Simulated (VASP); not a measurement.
Wanted: the native input for a VASP 6.6.1 run.

| Item | Value |
| --- | --- |
| Task | single point |
| Functional | r2SCAN |
| Potentials or basis | VASP PAW PBE potentials, release 64 (Ta_pv, N) |
| Cutoff | 520 eV |
| k mesh | 7 × 7 × 4 |
| Occupations | gaussian, width 0.05 eV |
| Spin | collinear spin, antiferromagnetic start |
| Starting moments | [0.5, -0.5, 0.0, 0.0] μB |
| Hubbard terms | Ta d U = 8 eV |
| Further INCAR settings | ALGO = Normal; EDIFF = 1e-06 |

The structure of TaN lies in POSCAR:

```
TaN
1.0
    3.0480018400      0.0000000000      0.0000000000
   -1.5240009200      2.6396470300      0.0000000000
    0.0000000000      0.0000000000      4.9179997800
Ta N
2 2
Direct
    0.0000000000      0.0000000000      0.0000000000
    0.0000000000      0.0000000000      0.5000000000
    0.3333333333      0.6666666667      0.2500000000
    0.6666666667      0.3333333333      0.7500000000
```

One way to write it, as run:

INCAR

```
SYSTEM = TaN
PREC     = Accurate       ! precision mode
ENCUT    = 520            ! plane-wave cutoff, eV
EDIFF    = 1E-6           ! SCF threshold, eV
ISMEAR   = 0              ! smearing method
SIGMA    = 0.05           ! smearing width, eV
LREAL    = .FALSE.        ! projectors in reciprocal space
LASPH    = .TRUE.         ! aspherical terms in the spheres
NELM     = 60             ! most SCF steps
ALGO     = Normal         ! electronic algorithm
ISIF     = 2              ! what is computed and relaxed
LWAVE    = .FALSE.        ! write WAVECAR
LCHARG   = .FALSE.        ! write CHGCAR
ISPIN    = 2              ! spin polarisation
MAGMOM   = 0.5 -0.5 0 0   ! initial moments
LORBIT   = 11             ! projections on sites
LMAXMIX  = 4              ! l up to which the mixer works
LDAU     = .TRUE.         ! DFT+U
LDAUTYPE = 2            
LDAUL    = 2 -1           ! shell
LDAUU    = 8 0            ! U, eV
LDAUJ    = 0 0          
LDAUPRINT= 1            
METAGGA  = R2SCAN         ! meta-GGA
LMIXTAU  = .TRUE.
```

KPOINTS

```
Automatic mesh
0
G
  7 7 4
  0 0 0
```

Potentials or basis: VASP PAW PBE potentials, release 64 (Ta_pv, N).

The run is started by

```sh
$ cat potpaw_PBE.64/Ta_pv/POTCAR potpaw_PBE.64/N/POTCAR > POTCAR
$ mpirun -np 1 vasp_std > vasp.out
```

It gave:

```yaml
Pressure: 89.8 GPa
Band_gap_on_the_k_mesh: none (metal or under the smearing width)
Net_moment: 0.00 μB per cell
Site_moments: Ta +0.15, -0.15; N +0.00 μB
Valence_electrons_inside_the_program's_atomic_spheres: Ta 9.18; N 3.92
```

Caveat: a pressure of tens of GPa on the cell as given is suspect, and the run, the potentials or the cell itself is likely at fault; the PAW data sets were made with another functional, which shifts forces and pressure a little.

It took 7.9 min on 1 thread of AMD EPYC 7R43 64-Core Processor (Zen 3), on a shared host, peak memory 0.16 GiB.
